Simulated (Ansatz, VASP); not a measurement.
## One calculation of Pt, two programs

Contents of INCAR:

```
SYSTEM = Pt
PREC = Accurate
ENCUT = 520
EDIFF = 1E-6
ISMEAR = 0
SIGMA = 0.02
LREAL = .FALSE.
LASPH = .TRUE.
NELM = 100
ALGO = Normal
ISIF = 2
LWAVE = .FALSE.
LCHARG = .TRUE.
GGA = RP
LELF = .TRUE.
LVHAR = .TRUE.
```

The input KPOINTS:

```
regular mesh
0
G
  12 12 12
  0 0 0
```

File POSCAR:

```
Pt
1.0
    0.0000000000      1.9609000000      1.9609000000
    1.9609000000      0.0000000000      1.9609000000
    1.9609000000      1.9609000000      0.0000000000
Pt
1
Direct
    0.0000000000      0.0000000000      0.0000000000
```

Contents of input.yaml:

```yaml
crystal:
  lattice:
    - [0.0, 1.9609, 1.9609]
    - [1.9609, 0.0, 1.9609]
    - [1.9609, 1.9609, 0.0]
  atoms:
    - { symbol: Pt, position: [0.0, 0.0, 0.0] }
hamiltonian:
  xc: rpbe
  pseudopotentials: { kind: paw }
kpoints:
  mp_grid: { grid: [12, 12, 12] }
scf:
  occupations: { method: gaussian, width: 0.02 }
output:
  forces: true
  stress: true
  eigenvalues: true
```

Alike in both runs: task single point; functional RPBE; k mesh 12 × 12 × 12; occupations gaussian, width 0.02 eV; no spin polarisation.

|  | VASP | Ansatz |
| --- | --- | --- |
| version | VASP 6.6.1 | Ansatz 0.2.0 |
| potentials or method | VASP PAW PBE potentials, release 54 (Pt) | Ansatz PAW |
| plane-wave cutoff (eV) | 520 | 420 |
| valence electrons in the cell | 10 | 18 |

Ansatz gave:

| Quantity | Value |
| --- | --- |
| gap on the k mesh at the Fermi level (eV) | none |
| pressure (GPa) | 14.5 |

Q: Which values does VASP return?

A: gap on the k mesh at the Fermi level (eV): none; pressure (GPa): 13.9.

A gap of «none» marks a metal or a gap that the smearing closes. The two sets of potentials don't hold the same shells in valence.

Caveats: the PAW data sets were made with another functional, which shifts forces and pressure a little (VASP); the PAW data sets come from PBE, with cores solved anew for the run's functional, which leaves a small shift of forces and pressure (Ansatz). The runs have no spin-orbit coupling, so splittings on Pt are missing.
